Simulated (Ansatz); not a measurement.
# Dielectric response of CaO (110) films

How well do thin rocksalt CaO (110) films screen a perpendicular field?

Program: Ansatz 0.2.0. Level of theory: plane-wave DFT, PBEsol, Ansatz PAW. Results are calculated unless marked as measured.

### Step 1. Set-up

The cell holds 10 atoms: 5 Ca and 5 O. Cell: a = 3.401 Å, b = 4.810 Å, c = 24.802 Å, α = 90.0°, β = 90.0°, γ = 90.0°. It derives from CaO (rocksalt CaO). Vacuum lies along c.

### Step 2. Relaxation, 10 atoms, units 5

The structure is relaxed first, because levels and dipoles at a surface follow the positions of the outer atoms.

File input.yaml:

```yaml
crystal:
  lattice:
    - [3.40118362, 0.0, 0.0]
    - [0.0, 4.81, 0.0]
    - [0.0, 0.0, 24.802367235]
  atoms:
    - { symbol: Ca, position: [0.5, 0.5, 0.3628685889] }
    - { symbol: O, position: [0.5, 0.0, 0.3628685889] }
    - { symbol: Ca, position: [0.0, 0.0, 0.4314342945] }
    - { symbol: O, position: [0.0, 0.5, 0.4314342945] }
    - { symbol: Ca, position: [0.5, 0.5, 0.5] }
    - { symbol: O, position: [0.5, 0.0, 0.5] }
    - { symbol: Ca, position: [0.0, 0.0, 0.5685657055] }
    - { symbol: O, position: [0.0, 0.5, 0.5685657055] }
    - { symbol: Ca, position: [0.5, 0.5, 0.6371314111] }
    - { symbol: O, position: [0.5, 0.0, 0.6371314111] }
kpoints:
  mp_grid: { grid: [8, 6, 1] }
hamiltonian:
  xc: pbesol
scf:
  occupations: { method: fixed }
  convergence: { dr2_threshold: 1.0e-09 }
efield:
  axis: 3
  dipole_correction: true
  ramp_position: 0.97
  ramp_width: 0.06
relax:
  f_tol: 0.003
  max_steps: 100
output:
  write_potential: true
  write_density: true
  volumetric_format: npy
```

Command:

```sh
$ ansatz run input.yaml --threads 4 --pin off --max-ram 16384MiB --backend cpu --events-out ev --progress --plain --runs-dir out
```

Numbers of over 12 decimals in the logs are rounded to 6 here.

Log:

```text
Engine: ansatz 0.2.0, aarch64-unknown-linux-gnu
Pseudopotentials: kind: paw
Pseudopotential: Ca, paw, valence charge 10, recommended cutoff 420 eV (normal), Ca.paw.azcp
Pseudopotential: O, paw, valence charge 6, recommended cutoff 420 eV (normal), O.paw.azcp
Functional definition: PBEsol
  exchange = pbesol_x
  correlation = pbesol_c
Crystal: 10 atoms, lattice volume = 405.759 Å³
Basis set: ecut = 420 eV, 7901 PW (Γ), exchange–correlation on 48×72×360 points (8 copies of the dense FFT grid, shifted against one another)
Bands: 50, of which v1, the nominal top of the filled ones, is band 40 counted from 1 (39 counted from 0)
Symmetry: 4 space group operations
k-points: 20 of 48
Non-local potential: Ca, projectors of the file, l = 0: 3, l = 1: 2, l = 2: 2
Non-local potential: O, projectors of the file, l = 0: 2, l = 1: 2, l = 2: 1
PAW form: soft (Blöchl's): semilocal exchange-correlation on the pseudo side does not see the compensation charge
PAW frozen core: Ca, regenerated for the run's functional, and the local potential with it (the file was generated under x = pbe(κ = 0.804, μ = 0.219515), c = pbe(β = 0.066725))
PAW frozen core: O, regenerated for the run's functional, and the local potential with it (the file was generated under x = pbe(κ = 0.804, μ = 0.219515), c = pbe(β = 0.066725))
PAW one-centre angular grid: Ca, 110 points (default); XC on 64 Gauss nodes
PAW one-centre angular grid: O, 110 points (default); XC on 64 Gauss nodes
Initial density: superposition of atomic densities (neutral atoms: chi_scale 0, normalization atom), corrected by the library's trained network
Initial wavefunctions: pseudopotential atomic-orbital guess
Functional: x = pbesol(κ = 0.804, μ = 0.123457), c = pbesol(β = 0.046)
SCF iter   1: F=—  HF=-11786.854033 eV  |F-HF|=—  |Δ(HF+E_count)|=         —  Δρ=7.64e-3  dr2=2.13e-1  ethr=1.77e-3  p=0.000 e·Å  D=7.37e-14 V/Å  ΔV_dip=-0.00 eV  dr2_dipole=2.47e-9  V_vac-E_F(+/−)=3.61/3.61 eV  ⟨swp⟩=6.5  Hψ=4254  notcnv=0  defer=154
efield: sawtooth ramp at fractional position 0.9700 (set: `efield.ramp_position`, or a place that a band, a saddle search or an elastic batch's reference lends), width 0.0600; the density the first Hamiltonian is built on has a dipole p = 0.000 e·Å; the dipole correction subtracts the counter field D = 7.37e-14 V/Å, which shifts the + side's vacuum level by -0.00 eV against the − side's; the planar-averaged density in the ramp window peaks in size at 7.3e-6 e/Å³
preconditioner: auto → Resta (q_TF=auto, 2.081 Å⁻¹)  ε∞=1.9  [insulator: Δε(μ)=1.714 eV  Ē_g=15.969 eV  n_scr=56 (ndim 8)  ℏωp=15.4 eV  f_vac=0.605  ε∞_Penn≈1.9  vacuum switching on, ρ_ref=1.8e-2 e/Å³]
SCF iter   2: F=—  HF=-11786.826217 eV  |F-HF|=—  |Δ(HF+E_count)|=   2.78e-2  Δρ=4.68e-3  dr2=7.87e-2  ethr=2.66e-4  p=-0.000 e·Å  D=-1.36e-5 V/Å  ΔV_dip=0.00 eV  dr2_dipole=2.54e-9  V_vac-E_F(+/−)=3.74/3.74 eV  ⟨swp⟩=2.6  Hψ=1657  notcnv=0  defer=156
density mixer auto → msr1: gapped (density of states about μ 0.04 of a free-electron gas's, 56 screened modes)
SCF iter   3: F=—  HF=-11786.809637 eV  |F-HF|=—  |Δ(HF+E_count)|=   1.66e-2  Δρ=8.47e-4  dr2=2.86e-3  ethr=9.84e-5  p=-0.000 e·Å  D=-5.82e-6 V/Å  ΔV_dip=0.00 eV  dr2_dipole=2.75e-10  V_vac-E_F(+/−)=3.56/3.56 eV  ⟨swp⟩=2.0  Hψ=1393  notcnv=0  defer=158
SCF iter   4: F=—  HF=-11786.810314 eV  |F-HF|=—  |Δ(HF+E_count)|=   6.78e-4  Δρ=4.26e-4  dr2=6.97e-4  ethr=3.57e-6  p=0.000 e·Å  D=2.07e-6 V/Å  ΔV_dip=-0.00 eV  dr2_dipole=9.67e-11  V_vac-E_F(+/−)=3.51/3.51 eV  ⟨swp⟩=3.0  Hψ=1584  notcnv=0  defer=159
SCF iter   5: F=—  HF=-11786.810321 eV  |F-HF|=—  |Δ(HF+E_count)|=   7.22e-6  Δρ=1.60e-4  dr2=5.94e-5  ethr=8.72e-7  p=0.000 e·Å  D=8.95e-7 V/Å  ΔV_dip=-0.00 eV  dr2_dipole=1.45e-11  V_vac-E_F(+/−)=3.48/3.48 eV  ⟨swp⟩=2.0  Hψ=1350  notcnv=0  defer=159
SCF iter   6: F=—  HF=-11786.810357 eV  |F-HF|=—  |Δ(HF+E_count)|=   3.52e-5  Δρ=4.39e-5  dr2=6.97e-6  ethr=7.42e-8  p=-0.000 e·Å  D=-9.23e-7 V/Å  ΔV_dip=0.00 eV  dr2_dipole=1.23e-11  V_vac-E_F(+/−)=3.47/3.47 eV  ⟨swp⟩=2.0  Hψ=1338  notcnv=0  defer=157
SCF iter   7: F=—  HF=-11786.810436 eV  |F-HF|=—  |Δ(HF+E_count)|=   7.88e-5  Δρ=2.06e-5  dr2=1.59e-6  ethr=8.72e-9  p=0.000 e·Å  D=2.39e-7 V/Å  ΔV_dip=-0.00 eV  dr2_dipole=1.52e-12  V_vac-E_F(+/−)=3.47/3.47 eV  ⟨swp⟩=2.0  Hψ=1464  notcnv=0  defer=153
SCF iter   8: F=—  HF=-11786.810435 eV  |F-HF|=—  |Δ(HF+E_count)|=   1.85e-7  Δρ=5.16e-6  dr2=7.40e-8  ethr=1.99e-9  p=-0.000 e·Å  D=-2.51e-8 V/Å  ΔV_dip=0.00 eV  dr2_dipole=1.79e-14  V_vac-E_F(+/−)=3.47/3.47 eV  ⟨swp⟩=2.0  Hψ=1269  notcnv=0  defer=153
SCF iter   9: F=—  HF=-11786.810436 eV  |F-HF|=—  |Δ(HF+E_count)|=   1.88e-7  Δρ=2.24e-6  dr2=1.61e-8  ethr=9.25e-11  p=-0.000 e·Å  D=-2.59e-7 V/Å  ΔV_dip=0.00 eV  dr2_dipole=1.39e-12  V_vac-E_F(+/−)=3.47/3.47 eV  ⟨swp⟩=2.0  Hψ=1621  notcnv=0  defer=153
SCF iter  10: F=-11786.810436 eV  HF=-11786.810436 eV  |F-HF|=2.75e-10  |Δ(HF+E_count)|=   3.47e-9  Δρ=3.77e-7  dr2=4.59e-10  ethr=1.25e-12  p=0.000 e·Å  D=1.24e-7 V/Å  ΔV_dip=-0.00 eV  dr2_dipole=3.57e-13  V_vac-E_F(+/−)=3.47/3.47 eV  ⟨swp⟩=6.9  Hψ=6256  notcnv=0
SCF 1 converged in 10 iterations: F = -11786.810436 eV  dr2 = 4.59e-10
  greatest PAW one-centre occupation: 0.996 electrons in one spin orbital (limit 2), on the Ca atom at site 2 (counted from 0), in its partial waves of l = 0
relax step   1: F+E_penalty+E_count = -11786.81043552 eV  Δ(F+E_penalty+E_count) = +0.000e0 eV  max|allowed force component| = 9.006e-1 eV/Å  Δτ_max = 0.0000 Å  (10 SCF iters, accepted)
Initial density: handed on by an earlier stage of this run
Initial wavefunctions: those handed on with the density
iter 1 solved again at ethr=7.18e-4 eV; its pass at ethr=3.10e-3 eV (dr2=5.75e-1 eV) is discarded
SCF iter   1: F=—  HF=-11787.313723 eV  |F-HF|=—  |Δ(HF+E_count)|=         —  Δρ=8.80e-3  dr2=5.72e-1  ethr=7.18e-4  p=0.000 e·Å  D=1.24e-7 V/Å  ΔV_dip=-0.00 eV  dr2_dipole=1.03e-13  V_vac-E_F(+/−)=3.90/3.90 eV  ⟨swp⟩=1.2  Hψ=4216  notcnv=0  defer=120
efield: sawtooth ramp at fractional position 0.9700 (set: `efield.ramp_position`, or a place that a band, a saddle search or an elastic batch's reference lends), width 0.0600; the density the first Hamiltonian is built on has a dipole p = 0.000 e·Å; the dipole correction subtracts the counter field D = 1.24e-7 V/Å, which shifts the + side's vacuum level by -0.00 eV against the − side's; the planar-averaged density in the ramp window peaks in size at 3.1e-7 e/Å³
[...]
SCF 3 converged in 11 iterations: F = -11787.180466 eV  dr2 = 8.61e-11
relax step   3: F+E_penalty+E_count = -11787.18046591 eV  Δ(F+E_penalty+E_count) = -7.516e-3 eV  max|allowed force component| = 2.735e-1 eV/Å  Δτ_max = 0.0674 Å  (11 SCF iters, accepted)
[...]
relax step   4: F+E_penalty+E_count = -11787.19768458 eV  Δ(F+E_penalty+E_count) = -1.722e-2 eV  max|allowed force component| = 3.401e-2 eV/Å  Δτ_max = 0.0411 Å  (9 SCF iters, accepted)
[...]
relax step   5: F+E_penalty+E_count = -11787.19771136 eV  Δ(F+E_penalty+E_count) = -2.678e-5 eV  max|allowed force component| = 3.914e-2 eV/Å  Δτ_max = 0.0085 Å  (8 SCF iters, accepted)
SCF iter   1: F=—  HF=-11787.197799 eV  |F-HF|=—  |Δ(HF+E_count)|=         —  Δρ=1.51e-4  dr2=1.08e-4  ethr=1.54e-6  p=0.000 e·Å  D=4.50e-8 V/Å  ΔV_dip=-0.00 eV  dr2_dipole=5.31e-14  V_vac-E_F(+/−)=3.59/3.59 eV  ⟨swp⟩=3.0  Hψ=2045  notcnv=0  defer=160
efield: sawtooth ramp at fractional position 0.9700 (set: `efield.ramp_position`, or a place that a band, a saddle search or an elastic batch's reference lends), width 0.0600; the density the first Hamiltonian is built on has a dipole p = 0.000 e·Å; the dipole correction subtracts the counter field D = 4.50e-8 V/Å, which shifts the + side's vacuum level by -0.00 eV against the − side's; the planar-averaged density in the ramp window peaks in size at 8.7e-7 e/Å³
preconditioner: auto → Resta (q_TF=auto, 2.081 Å⁻¹)  ε∞=2.0  [insulator: Δε(μ)=2.156 eV  Ē_g=15.795 eV  n_scr=56 (ndim 8)  ℏωp=15.4 eV  f_vac=0.619  ε∞_Penn≈2.0  vacuum switching on, ρ_ref=1.8e-2 e/Å³]
SCF iter   2: F=—  HF=-11787.197780 eV  |F-HF|=—  |Δ(HF+E_count)|=   1.89e-5  Δρ=7.95e-5  dr2=2.65e-5  ethr=1.34e-7  p=-0.000 e·Å  D=-1.20e-8 V/Å  ΔV_dip=0.00 eV  dr2_dipole=2.53e-15  V_vac-E_F(+/−)=3.58/3.58 eV  ⟨swp⟩=2.0  Hψ=1477  notcnv=0  defer=155  κ⁻¹=1.0e0(r=1)
density mixer auto → broyden: gapped, where msr1 would fit the directions that read negative (density of states about μ 0.03 of a free-electron gas's, 56 screened modes)
SCF iter   3: F=—  HF=-11787.197773 eV  |F-HF|=—  |Δ(HF+E_count)|=   6.60e-6  Δρ=5.14e-5  dr2=9.70e-6  ethr=3.31e-8  p=-0.000 e·Å  D=-2.58e-8 V/Å  ΔV_dip=0.00 eV  dr2_dipole=3.33e-14  V_vac-E_F(+/−)=3.58/3.58 eV  ⟨swp⟩=2.0  Hψ=1297  notcnv=0  defer=69  κ⁻¹=1.3e-1(r=2)
SCF iter   4: F=—  HF=-11787.197772 eV  |F-HF|=—  |Δ(HF+E_count)|=   1.63e-6  Δρ=1.27e-5  dr2=4.82e-7  ethr=1.21e-8  p=0.000 e·Å  D=1.99e-8 V/Å  ΔV_dip=-0.00 eV  dr2_dipole=8.30e-15  V_vac-E_F(+/−)=3.58/3.58 eV  ⟨swp⟩=2.0  Hψ=1278  notcnv=0  defer=64  κ⁻¹=8.7e-3(r=3)
SCF iter   5: F=—  HF=-11787.197852 eV  |F-HF|=—  |Δ(HF+E_count)|=   8.03e-5  Δρ=5.17e-6  dr2=9.68e-8  ethr=6.03e-10  p=-0.000 e·Å  D=-4.52e-9 V/Å  ΔV_dip=0.00 eV  dr2_dipole=7.55e-15  V_vac-E_F(+/−)=3.58/3.58 eV  ⟨swp⟩=2.1  Hψ=1324  notcnv=0  defer=64  κ⁻¹=1.9e-3(r=4)
SCF iter   6: F=—  HF=-11787.197852 eV  |F-HF|=—  |Δ(HF+E_count)|=   1.65e-8  Δρ=1.95e-6  dr2=1.26e-8  ethr=1.21e-10  p=-0.000 e·Å  D=-2.80e-8 V/Å  ΔV_dip=0.00 eV  dr2_dipole=6.49e-15  V_vac-E_F(+/−)=3.58/3.58 eV  ⟨swp⟩=2.0  Hψ=1333  notcnv=0  defer=64  κ⁻¹=2.4e-4(r=5)
SCF iter   7: F=-11787.197852 eV  HF=-11787.197852 eV  |F-HF|=8.89e-10  |Δ(HF+E_count)|=   5.22e-9  Δρ=5.90e-7  dr2=7.84e-10  ethr=1.25e-12  p=-0.000 e·Å  D=-1.11e-8 V/Å  ΔV_dip=0.00 eV  dr2_dipole=2.12e-15  V_vac-E_F(+/−)=3.58/3.58 eV  ⟨swp⟩=6.2  Hψ=6396  notcnv=0
SCF 6 converged in 7 iterations: F = -11787.197852 eV  dr2 = 7.84e-10
relax step   6: F+E_penalty+E_count = -11787.19785200 eV  Δ(F+E_penalty+E_count) = -1.406e-4 eV  max|allowed force component| = 6.916e-5 eV/Å  Δτ_max = 0.0038 Å  (7 SCF iters, accepted)
NSCF: frozen V_eff on 20 k-points
the search or the solves at the SCF's close seem to have found levels that the self-consistency loop had missed (the run counts 2). By its estimate they hold under 1e-12 electrons; where the run keeps them, the occupations were computed again with them
WARN: The output density's exchange-correlation potential varies sharply where the density is thin. Do not read a vacuum level from v_tot or v_xc, or from such a field of the output density. On a cell that repeats whose density bears no net charge and no dipole along the vacuum's axis use v_es (v_loc + v_h of the components); under efield.dipole_correction with no amplitude use v_es + v_field, which holds any externa [...]
SCF converged after 7 iterations
Stability not checked: this state was not tested for a lower state beside it, because the mixer in use, unlike msr1, does not test its closes by its own steps (another_mixer; see scf.mixing.algorithm and scf.lower_state_search)
Free energy (F): -11787.197852 eV
Harris-Foulkes:  -11787.197852 eV  (|F-HF|=8.89e-10)
Internal energy: -11787.197852 eV  (E = F + TS)
E sigma→0 (E₀):  -11787.197852 eV
Fermi energy:    0.478044 eV
Dipole field:    D = 0.000000 V/Å  (p = 0.000000 e·Å, saw-weighted, corrected)
Work function:   Φ+ = 3.5791 eV   Φ− = 3.5791 eV
Levels:          The Fermi level and band energies are counted from a zero that moves with the ramp; work functions are not
--- Per-component energies (eV) ---
  E_band       = -1132.676758
  E_kinetic    = 2271.763363
  E_local      = -70595.941291  (includes V_loc(G=0)·N_el)
  E_nonlocal   = 564.359713
  E_hartree    = 34228.427753
  E_xc         = -1050.581453
  E_vxc        = -1328.640512  (∫ρ·V_xc dr)
  E_paw        = -4944.488821  (= ΣΔE_a)
  E_vpaw       = -501.084983  (= ΣTr[D̂ρ^β])
  E_aug_tail   = 0.012035  (compensation charges beyond the density's cutoff)
  E_efield     = 0.000000  (sawtooth field / dipole correction)
  E_vefield    = 0.000000  (∫n·V_field dr)
  E_ewald      = 27738.480438
  E_core_change = 0.770411  (= ΣΔE_core)
  E_smearing   = -0.000000  (= −TS)
  E_closure    = -0.000000  (closes the sum)
  Σ components = -11787.197852   (vs F -11787.197852, Δ=0.00e0)
--- Forces (eV/Å), atoms counted from 1 ---
  atom   1  Ca     0.00000000     0.00000000    -0.00001382
  atom   2  O      0.00000000     0.00000000     0.00001166
  atom   3  Ca     0.00000000     0.00000000     0.00000385
  atom   4  O      0.00000000     0.00000000     0.00006887
  atom   5  Ca     0.00000000     0.00000000     0.00000019
  atom   6  O      0.00000000     0.00000000    -0.00000012
  atom   7  Ca     0.00000000     0.00000000    -0.00000371
  atom   8  O      0.00000000     0.00000000    -0.00006917
  atom   9  Ca     0.00000000     0.00000000     0.00001389
  atom  10  O      0.00000000     0.00000000    -0.00001180
  max |Σ_I F_I| component: 1.72e-7 eV/Å
--- Band table (eV; the first three rows and the last of 20) ---
  k-point 0: bands = [... 36 lower, -0.0613, 0.1233, 0.2313, 0.4780, 2.6320, 2.8230, 3.5294, 4.0884, ... 6 higher]
  k-point 1: bands = [... 36 lower, -0.4269, 0.1127, 0.1965, 0.4387, 2.7998, 2.9511, 3.6042, 4.2673, ... 6 higher]
  k-point 2: bands = [... 36 lower, -0.5264, 0.0714, 0.1296, 0.3643, 3.1497, 3.2633, 3.7720, 4.7594, ... 6 higher]
  k-point 19: bands = [... 36 lower, -0.5903, -0.4986, -0.0988, -0.0964, 4.4431, 4.4515, 5.6829, 5.8204, ... 6 higher]
--- Relaxed structure (6 steps of the walk, 6 accepted, 0 SCFs on fresh bases) ---
  F+E_penalty+E_count = -11787.19785200 eV   max|allowed force component| = 6.916e-5 eV/Å
  atoms:
    - { symbol: Ca, position: [0.5, 0.5, 0.369228] }
    - { symbol: O, position: [0.5, 0.0, 0.370250] }
    - { symbol: Ca, position: [0.0, 0.0, 0.429974] }
    - { symbol: O, position: [0.0, 0.5, 0.429612] }
    - { symbol: Ca, position: [0.5, 0.5, 0.500000] }
    - { symbol: O, position: [0.5, 0.0, 0.500000] }
    - { symbol: Ca, position: [0.0, 0.0, 0.570026] }
    - { symbol: O, position: [0.0, 0.5, 0.570388] }
    - { symbol: Ca, position: [0.5, 0.5, 0.630772] }
    - { symbol: O, position: [0.5, 0.0, 0.629750] }
```

Run time: 58 s. Hardware: 4 threads of Arm Neoverse V1, shared host; peak memory 0.89 GiB.

Step by step:

| step | energy less that of the first step (eV) | largest force component (eV/Å) |
| --- | --- | --- |
| 1 | 0.0000 | 0.9006 |
| 2 | -0.3625 | 0.2772 |
| 3 | -0.3700 | 0.2735 |
| 4 | -0.3872 | 0.0340 |
| 5 | -0.3873 | 0.0391 |
| 6 | -0.3874 | 0.0001 |

The run keeps the 4 symmetry operations that it works with, so distortions that break them were not tested.

The atoms that moved most (Å):

| atom | dx | dy | dz | length |
| --- | --- | --- | --- | --- |
| O10 | 0.000 | 0.000 | -0.183 | 0.183 |
| O2 | 0.000 | 0.000 | 0.183 | 0.183 |
| Ca9 | 0.000 | 0.000 | -0.158 | 0.158 |
| Ca1 | 0.000 | 0.000 | 0.158 | 0.158 |
| O8 | 0.000 | 0.000 | 0.045 | 0.045 |
| O4 | 0.000 | 0.000 | -0.045 | 0.045 |
| Ca3 | 0.000 | 0.000 | -0.036 | 0.036 |
| Ca7 | 0.000 | 0.000 | 0.036 | 0.036 |

This step gave:

```
gap on the k-mesh             : 2.154 eV
dipole along the normal       : 7.27e-8 e·Å
ionisation energy, upper face : 3.579 eV
electron affinity, upper face : 1.425 eV
```

Running mean over 1.701 Å of the planar mean; the ramp of the sawtooth is left out. Electron's electrostatic potential energy less the highest filled level against z:

| z (Å) | electron's electrostatic potential energy less the highest filled level (eV) |
| --- | --- |
| 3.5 | 3.58 |
| 4.0 | 3.58 |
| 4.5 | 3.58 |
| 5.0 | 3.58 |
| 5.5 | 3.57 |
| 6.0 | 3.56 |
| 6.5 | 3.53 |
| 7.0 | 3.44 |
| 7.5 | 3.07 |
| 8.0 | 1.49 |
| 8.5 | -1.74 |
| 9.0 | -4.01 |
| 9.5 | -5.20 |
| 10.0 | -5.72 |
| 10.5 | -4.96 |
| 11.0 | -4.40 |
| 11.5 | -4.23 |
| 12.0 | -4.35 |
| 12.5 | -4.44 |
| 13.0 | -4.28 |
| 13.5 | -4.26 |
| 14.0 | -4.55 |
| 14.5 | -5.34 |
| 15.0 | -5.69 |
| 15.5 | -4.73 |
| 16.0 | -3.36 |
| 16.5 | -0.420 |
| 17.0 | 2.36 |
| 17.5 | 3.28 |
| 18.0 | 3.49 |
| 18.5 | 3.55 |
| 19.0 | 3.57 |
| 19.5 | 3.58 |
| 20.0 | 3.58 |
| 20.5 | 3.58 |
| 21.0 | 3.58 |
| 21.5 | 3.58 |

The relaxation took 6 steps and lowered the energy by 0.39 eV; the largest force on the free atoms ends at 6.9e-5 eV/Å.

The gap is 2.15 eV, with the valence edge 3.58 eV and the conduction edge 1.43 eV under the upper vacuum level.

### Step 3. Single point on the relaxed film, 10 atoms, units 5

The film was relaxed beforehand; a single point on the relaxed positions gives its levels and potential.

input.yaml, the sections that differ from step 2:

```yaml
crystal:
  lattice:
    - [3.40118362, 0.0, 0.0]
    - [0.0, 4.81, 0.0]
    - [0.0, 0.0, 24.802367235]
  atoms:
    - { symbol: Ca, position: [0.5, 0.5, 0.3692276862] }
    - { symbol: O, position: [0.5, 0.0, 0.370250431] }
    - { symbol: Ca, position: [0.0, 0.0, 0.4299743354] }
    - { symbol: O, position: [0.0, 0.5, 0.4296118352] }
    - { symbol: Ca, position: [0.5, 0.5, 0.4999999998] }
    - { symbol: O, position: [0.5, 0.0, 0.5000000004] }
    - { symbol: Ca, position: [0.0, 0.0, 0.5700256646] }
    - { symbol: O, position: [0.0, 0.5, 0.5703881649] }
    - { symbol: Ca, position: [0.5, 0.5, 0.6307723138] }
    - { symbol: O, position: [0.5, 0.0, 0.6297495687] }
output:
  eigenvalues: true
  write_potential: true
  write_density: true
  volumetric_format: npy
# kpoints, hamiltonian, scf, efield: as in step 2
# relax: removed
```

Log:

```text
[...]
Crystal: 10 atoms, lattice volume = 405.759 Å³
Basis set: ecut = 420 eV, 7901 PW (Γ)
Bands: 50, of which v1, the nominal top of the filled ones, is band 40 counted from 1 (39 counted from 0)
Symmetry: 4 space group operations
k-points: 20 of 48
[...]
SCF iter   1: F=—  HF=-11787.244741 eV  |F-HF|=—  |Δ(HF+E_count)|=         —  Δρ=7.55e-3  dr2=2.17e-1  ethr=1.77e-3  p=-0.000 e·Å  D=-9.67e-10 V/Å  ΔV_dip=0.00 eV  dr2_dipole=2.67e-10  V_vac-E_F(+/−)=3.80/3.80 eV  ⟨swp⟩=6.5  Hψ=4606  notcnv=0  defer=151
[...]
SCF iter  10: F=-11787.197859 eV  HF=-11787.197859 eV  |F-HF|=1.91e-10  |Δ(HF+E_count)|=   6.11e-9  Δρ=2.82e-7  dr2=2.35e-10  ethr=1.25e-12  p=-0.000 e·Å  D=-2.07e-8 V/Å  ΔV_dip=0.00 eV  dr2_dipole=3.09e-15  V_vac-E_F(+/−)=3.58/3.58 eV  ⟨swp⟩=22.8  Hψ=5959  notcnv=0
SCF 1 converged in 10 iterations: F = -11787.197859 eV  dr2 = 2.35e-10
[...]
SCF converged after 10 iterations
Free energy (F): -11787.197859 eV
[...]
Internal energy: -11787.197859 eV  (E = F + TS)
E sigma→0 (E₀):  -11787.197859 eV
Fermi energy:    0.477932 eV
Dipole field:    D = 0.000000 V/Å  (p = 0.000000 e·Å, saw-weighted, corrected)
Work function:   Φ+ = 3.5793 eV   Φ− = 3.5793 eV
[...]
--- Band table (eV; the first three rows and the last of 20) ---
  k-point 0: bands = [... 36 lower, -0.0613, 0.1232, 0.2312, 0.4779, 2.6313, 2.8223, 3.5292, 4.0776, ... 6 higher]
  k-point 1: bands = [... 36 lower, -0.4269, 0.1125, 0.1964, 0.4386, 2.7990, 2.9503, 3.6041, 4.2563, ... 6 higher]
  k-point 2: bands = [... 36 lower, -0.5265, 0.0713, 0.1295, 0.3642, 3.1488, 3.2623, 3.7719, 4.7502, ... 6 higher]
  k-point 19: bands = [... 36 lower, -0.5904, -0.4987, -0.0989, -0.0965, 4.4426, 4.4511, 5.6828, 5.8203, ... 6 higher]
```

It took 15 s on 4 threads; peak memory 0.96 GiB; 59 s of CPU time.

Numbers from this step:

* gap on the k-mesh: 2.153 eV
* dipole along the normal: 7.14e-8 e·Å
* electron affinity, upper face: 1.426 eV

Running mean over 1.701 Å of the planar mean; the ramp of the sawtooth is left out. The electron's electrostatic potential energy less the highest filled level by z:

(Unchanged from step 2.)

The gap is 2.15 eV, with the valence edge 3.58 eV and the conduction edge 1.43 eV under the upper vacuum level.

(Continued in part 2 of 6.)

[Logs are printed without paths, hosts, clocks, repeated set-up lines and the standing remarks that a program may print on its own settings, such as how far it seeks lower states.]

[Hosts, paths, dates, database ids (printed as entryN), source tags and the programs' standing remarks are cut or masked in the printed files.]

[Maps of the electrostatic potential energy from Ansatz leave out the sawtooth potential of an applied field or a dipole correction, so their vacuum need not be flat; planar profiles and work functions include it.]
